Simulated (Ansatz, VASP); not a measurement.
**Two plane-wave programs on AgCl**

The input INCAR:

```
PREC = Accurate ; ENCUT = 520
EDIFF = 1E-6 ; ISMEAR = 0
SIGMA = 0.02 ; LREAL = F
LASPH = T ; NELM = 100
ALGO = Normal ; ISIF = 2
LWAVE = F ; LCHARG = T
GGA = PE ; LELF = T
LVHAR = T ; NBANDS = 16
```

The input KPOINTS:

```
Automatic mesh
0
Gamma
  8 8 8
```

The input POSCAR:

```
AgCl
1.0
    0.0000000000      2.8418131940      2.8418131940
    2.8418131940      0.0000000000      2.8418131940
    2.8418131940      2.8418131940      0.0000000000
Ag Cl
1 1
Direct
    0.5000000000      0.5000000000      0.5000000000
    0.0000000000      0.0000000000      0.0000000000
```

Input for Ansatz:

```yaml
crystal:
  lattice:
    - [0.0, 2.841813194, 2.841813194]
    - [2.841813194, 0.0, 2.841813194]
    - [2.841813194, 2.841813194, 0.0]
  atoms:
    - { symbol: Ag, position: [0.5, 0.5, 0.5] }
    - { symbol: Cl, position: [0.0, 0.0, 0.0] }
basis:
  ecutwfc: 420
kpoints:
  mp_grid: { grid: [8, 8, 8] }
hamiltonian:
  xc: pbe
scf:
  occupations: { method: gaussian, width: 0.02 }
output:
  forces: true
  stress: true
  eigenvalues: true
```

Alike in both runs: task single point; functional PBE; k mesh 8 × 8 × 8; occupations gaussian, width 0.02 eV; no spin polarisation.

|  | VASP | Ansatz |
| --- | --- | --- |
| version | VASP 6.6.1 | Ansatz 0.2.0 |
| potentials or method | VASP PAW PBE potentials, release 64 (Ag, Cl) | scalar-relativistic, plane waves, PAW |
| plane-wave cutoff (eV) | 520 | 420 |
| valence electrons in the cell | 18 | 26 |

Ansatz gave:

```
gap on the k mesh at the Fermi level (eV) : 0.94
least direct gap on the mesh (eV)         : 2.96
pressure (GPa)                            : -1.5
```

Task: Estimate VASP's values.

Result: gap on the k mesh at the Fermi level (eV): 0.94; least direct gap on the mesh (eV): 2.96; pressure (GPa): -1.6.

The functional is the same, so the differences come from potentials, cutoffs and numerics. The two sets of potentials don't hold the same shells in valence.

A k mesh can miss the band edges.
